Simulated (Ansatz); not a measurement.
# Ga: response to strain

Aim: deform Ga (equal xx and yy strain of -3 %) and compute stress, forces and field gradients with LAPW, PAW and all-electron datasets made for the crystal.

Computed with Ansatz 0.2.0 (DFT PBE, scalar-relativistic, unless a step's input says otherwise).

## 1. The system as given

Symmetry: Cmce, No. 64, orthorhombic system. The conventional cell has a = 4.511 Å, b = 7.645 Å, c = 4.517 Å, α = 90.00°, β = 90.00°, γ = 90.00°. Around Ga (site symmetry m) lie 7 Ga at 2.44 to 2.79 Å.

Structure file:

```
Ga
1.0
     2.25535   -3.82240    0.00000
     2.25535    3.82240    0.00000
     0.00000    0.00000    4.51670
Ga
4
Cartesian
  2.2553 2.6566 0.3546
  2.2553 -1.1658 1.9038
  2.2553 -2.6566 4.1621
  2.2553 1.1658 2.6129
```

Atoms are numbered in the order of the input: Ga1, Ga2, Ga3, Ga4.

## 2. After the deformation

Space group Cmce before, Cmce after.

## 3. LAPW, all electrons

input.yaml

```yaml
crystal:
  lattice:
    - [2.1876895, -3.707728, 0.0]
    - [2.1876895, 3.707728, 0.0]
    - [0.0, 0.0, 4.5167]
  atoms:
    - { symbol: Ga, position: [0.1525, 0.8475, 0.0785] }
    - { symbol: Ga, position: [0.6525, 0.3475, 0.4215] }
    - { symbol: Ga, position: [0.8475, 0.1525, 0.9215] }
    - { symbol: Ga, position: [0.3475, 0.6525, 0.5785] }
kpoints:
  mp_grid: { grid: [9, 9, 8] }
  band_path:
    path:
      - [0.0, 0.0, 0.0]
      - [-0.5, 0.5, 0.0]
      - [-0.337035342, 0.662964658, 0.0]
      - [0.337035342, 0.337035342, 0.0]
      - [0.0, 0.0, 0.0]
      - [0.0, 0.0, 0.5]
      - [0.337035342, 0.337035342, 0.5]
      - [-0.337035342, 0.662964658, 0.5]
      - [-0.5, 0.5, 0.5]
    npoints: 5
scf:
  occupations: { method: fermi_dirac, width: 0.05 }
hamiltonian:
  xc: pbe
  pseudopotentials: { kind: all_electron, lapw: { basis_error: 0.001 } }
output:
  forces: true
  stress: true
  eigenvalues: true
```

The run is started by

```sh
$ ansatz run input.yaml --threads 1 --pin off --max-ram 6144MiB --backend cpu --events-out ev --progress --plain --runs-dir out
```

## 4. PAW on the default files

input.yaml

```yaml
crystal:
  lattice:
    - [2.1876895, -3.707728, 0.0]
    - [2.1876895, 3.707728, 0.0]
    - [0.0, 0.0, 4.5167]
  atoms:
    - { symbol: Ga, position: [0.1525, 0.8475, 0.0785] }
    - { symbol: Ga, position: [0.6525, 0.3475, 0.4215] }
    - { symbol: Ga, position: [0.8475, 0.1525, 0.9215] }
    - { symbol: Ga, position: [0.3475, 0.6525, 0.5785] }
kpoints:
  mp_grid: { grid: [9, 9, 8] }
scf:
  occupations: { method: fermi_dirac, width: 0.05 }
hamiltonian:
  xc: pbe
  pseudopotentials: { kind: paw }
output:
  forces: true
  stress: true
  eigenvalues: true
  efg: { contact_densities: true }
```

## 5. All-electron PAW on datasets made for the crystal

input.yaml, as its differences from that of step 4:

```diff
@@ -16,3 +16,3 @@
   xc: pbe
-  pseudopotentials: { kind: paw }
+  pseudopotentials: { kind: all_electron, datasets: crystal }
 output:
```

(Steps that only read results are left out.)

Q: Predict the outcome of this session. Wanted: pressure; largest shear or deviatoric stress.

The runs gave:

| quantity | value |
| --- | --- |
| pressure | LAPW 6.82, PAW 6.80, crystal datasets 6.82 GPa |
| largest shear or deviatoric stress (LAPW) | 4.20 GPa |

What this shows: The largest part of the stress beyond the pressure is 4.20 GPa in size, in the yy component; the atoms are carried along and not relaxed. No run of the undeformed cell stands beside it, so the pressure holds what the given cell had before the change. PAW: stress within 0.03 GPa of LAPW, forces within 2 meV/Å. Crystal datasets: stress within 0.01 GPa of LAPW, forces within 1 meV/Å.
